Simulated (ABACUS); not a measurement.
Write the native input for ABACUS 3.10.1 that does the following.

```
Task                                          : single point
Functional                                    : PBE
Potentials or basis                           : PseudoDojo NC SR 0.4.1 PBE standard
Cutoff                                        : 1361 eV
Density cutoff                                : 5442 eV
Basis                                         : DZP LCAO (the cutoffs set its grid)
k mesh                                        : 8 × 8 × 8
Occupations                                   : fermi-dirac, width 0.05 eV
Spin                                          : no spin polarisation
Orbital files                                 : Ba Ba_confined-atom_9au_3s2p2d.orb
Radial cutoff of the potentials (pseudo_rcut) : 10 bohr
SCF threshold on the density                  : 1e-07
Max SCF steps                                 : 100
Eigensolver                                   : genelpa
Mixing                                        : broyden
Mixing share                                  : 0.7
Symmetry key                                  : 1
Bands                                         : 9
```

Crystal: Ba.

```
CELL_PARAMETERS angstrom
-2.50650 2.50650 2.50650
2.50650 -2.50650 2.50650
2.50650 2.50650 -2.50650
ATOMIC_POSITIONS crystal
Ba 0.00000 0.00000 0.00000
```

These files were run (other wordings do the same):

INPUT

```
INPUT_PARAMETERS
suffix              Ba
calculation         scf
basis_type          lcao
pseudo_dir          ./
orbital_dir         ./
symmetry            1
dft_functional      pbe
ecutwfc             100
pseudo_rcut         10
nspin               1
nbands              9
ks_solver           genelpa
smearing_method     fd
smearing_sigma      0.00367493
scf_thr             1e-07
scf_nmax            100
mixing_type         broyden
mixing_beta         0.7
cal_force           1
cal_stress          1
out_mul             1
```

STRU

```
ATOMIC_SPECIES
Ba 137.3270 Ba.upf

NUMERICAL_ORBITAL
Ba_confined-atom_9au_3s2p2d.orb

LATTICE_CONSTANT
1.8897261246

LATTICE_VECTORS
-2.5065000000 2.5065000000 2.5065000000
2.5065000000 -2.5065000000 2.5065000000
2.5065000000 2.5065000000 -2.5065000000

ATOMIC_POSITIONS
Direct

Ba
0.0
1
0.0000000000 0.0000000000 0.0000000000 1 1 1
```

KPT

```
K_POINTS
0
Gamma
8 8 8 0 0 0
```

Potentials or basis: PseudoDojo NC SR 0.4.1 PBE standard, DZP LCAO (the cutoffs set its grid).

Run with:

```console
$ OMP_NUM_THREADS=1 mpirun -np 4 abacus > log
```

It gave:

* Pressure: 0.0 GPa
* Band gap on the k mesh: none (metal or under the smearing width)

Caveat: the atomic orbitals were generated for these runs and aren't a published set; this release of the barium file is off; the basis of atomic orbitals isn't converged, which shifts pressures, moduli and gaps.

Run time: 3.9 s on 4 MPI ranks on AMD EPYC 7B13 (Zen 3) (shared host), peak memory 0.4 GiB a rank.
